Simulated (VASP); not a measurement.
# Bi₂Te₃, electric field gradients: which settings are enough?

Bi₂Te₃, R-3m (no. 166), 5 atoms in the cell. PBEsol, electric field gradients; PAW potentials Bi_d, Te (PBE set). VASP 6.6.1.

Wanted: Vzz within 1 %; asymmetry within 0.03.

POSCAR:
```
Bi2Te3
1.0
    2.1930000000      1.2661291403     10.1656666667
   -2.1930000000      1.2661291403     10.1656666667
    0.0000000000     -2.5322582807     10.1656666667
Bi Te
2 3
Direct
    0.6000000000      0.6000000000      0.6000000000
    0.4000000000      0.4000000000      0.4000000000
    0.7905000000      0.7905000000      0.7905000000
    0.2095000000      0.2095000000      0.2095000000
    0.0000000000      0.0000000000      0.0000000000
```

The series start from ENCUT (eV): 400; k mesh: 6 × 6 × 6; EDIFF (eV): 1e-7; PREC: Accurate; LREAL: no; ALGO: Normal. Each series keeps the choices made before it, and each single choice may use up half of a tolerance.

## ENCUT (eV)

| ENCUT (eV) | Vzz, largest deviation against the largest value | Asymmetry, largest deviation | SCF iterations | Time (s) |
|---|---|---|---|---|
| 250 | 0.075 % | 0.000 | 15 | 41 |
| 350 | 0.017 % | 0.000 | 15 | 64 |
| 400 | 0.011 % | 0.000 | 15 | 98 |
| 450 | 0.0096 % | 0.000 | 15 | 109 |
| 500 | 0.0064 % | 0.000 | 15 | 158 |
| 650 (reference) | 0 % | 0.000 | 15 | 237 |

## k mesh

| k mesh | Vzz, largest deviation against the largest value | Asymmetry, largest deviation | SCF iterations | Time (s) |
|---|---|---|---|---|
| 2 × 2 × 2 | 92 % | 0.000 | 15 | 13 |
| 3 × 3 × 3 | 65 % | 0.000 | 16 | 17 |
| 4 × 4 × 4 | 29 % | 0.000 | 15 | 21 |
| 5 × 5 × 5 | 16 % | 0.000 | 15 | 26 |
| 6 × 6 × 6 | 7.6 % | 0.000 | 15 | 41 |
| 7 × 7 × 7 | 3.4 % | 0.000 | 15 | 46 |
| 8 × 8 × 8 (reference) | 0 % | 0.000 | 15 | 89 |

## EDIFF (eV)

| EDIFF (eV) | Vzz, largest deviation against the largest value | Asymmetry, largest deviation | SCF iterations | Time (s) |
|---|---|---|---|---|
| 0.0001 | 0.18 % | 0.000 | 11 | 63 |
| 1e-5 | 0.066 % | 0.000 | 12 | 66 |
| 1e-6 | 0.021 % | 0.000 | 14 | 84 |
| 1e-7 | 0.027 % | 0.000 | 15 | 89 |
| 1e-8 (reference) | 0 % | 0.000 | 16 | 89 |

## PREC

| PREC | Vzz, largest deviation against the largest value | Asymmetry, largest deviation | SCF iterations | Time (s) |
|---|---|---|---|---|
| Accurate | 0 % | 0.000 | 11 | 63 |
| Normal | 0.23 % | 0.000 | 11 | 24 |

## LREAL

| LREAL | Vzz, largest deviation against the largest value | Asymmetry, largest deviation | SCF iterations | Time (s) |
|---|---|---|---|---|
| no | 0 % | 0.000 | 11 | 24 |
| Auto | 0.031 % | 0.000 | 11 | 51 |

## ALGO

| ALGO | Vzz, largest deviation against the largest value | Asymmetry, largest deviation | SCF iterations | Time (s) |
|---|---|---|---|---|
| Normal | 0 % | 0.000 | 11 | 24 |
| Fast | 0.3 % | 0.000 | 11 | 27 |
| All | 0.2 % | 0.000 | 13 | 34 |

## Question

The rows run from the loosest to the tightest (no order: PREC, LREAL, ALGO). For each series: choose the loosest value from which every tighter one stays within half of the tolerance; where there is no order, keep the first row unless others stay within half of the tolerance and take at least 30 % less time, and then take the fastest.

## Answer

- ENCUT (eV): 250
- k mesh: 8 × 8 × 8, the tightest run, since the next looser one is off by more than half of the tolerance (convergence isn't shown beyond it)
- EDIFF (eV): 0.0001
- PREC: Normal
- LREAL: no
- ALGO: Normal

## All choices together

| Input | Vzz, largest deviation against the largest value | Asymmetry, largest deviation | Time (s) |
|---|---|---|---|
| defaults, on a 5 × 5 × 5 mesh (naive) | 17 % | 0.000 | 7.9 |
| chosen settings | 0.3 % | 0.000 | 24 |
| reference settings throughout | 0 % | 0.000 | 629 |

The chosen settings stay within the tolerance of the reference run, but the reference itself isn't shown to be converged in: k mesh.

Values of the reference run: Vzz: 30.13, 30.13, 7.683, 7.683, 92.54 V/A^2; Asymmetry: 0, 0, 0, 0, 0 asymmetry, 0 where Vzz is under 0.3 V/A^2.

## The input

INCAR:
```
  GGA = PS
  PREC = Normal
  ENCUT = 250
  EDIFF = 1E-4
  LREAL = False
  LASPH = True
  ALGO = Normal
  NELM = 120
  LWAVE = False
  LCHARG = False
  ISMEAR = 0
  SIGMA = 0.02
  LEFG = True
  QUAD_EFG = -516 0
  KPAR = 4
```

KPOINTS:
```
Automatic mesh
0
Gamma
  8 8 8
  0 0 0
```

Commands:
```
cat potpaw_PBE.64/Bi_d/POTCAR potpaw_PBE.64/Te/POTCAR > POTCAR
mpirun -np 4 vasp_std > vasp.out
```

Limits: The Te sites differ; a column by element shows the first atom in the POSCAR.

The chosen input took VASP 6.6.1 24 s on 4 cores (Intel Xeon 6975P-C (Granite Rapids)), a shared host.

## An input that fails: cutoff far too low

It runs to its end, but against the unchanged starting input it is off by 7.3 % in the Vzz, 0.000 in the asymmetry.

Changes against the starting input:
```
- ENCUT = 400
+ ENCUT = 150
```
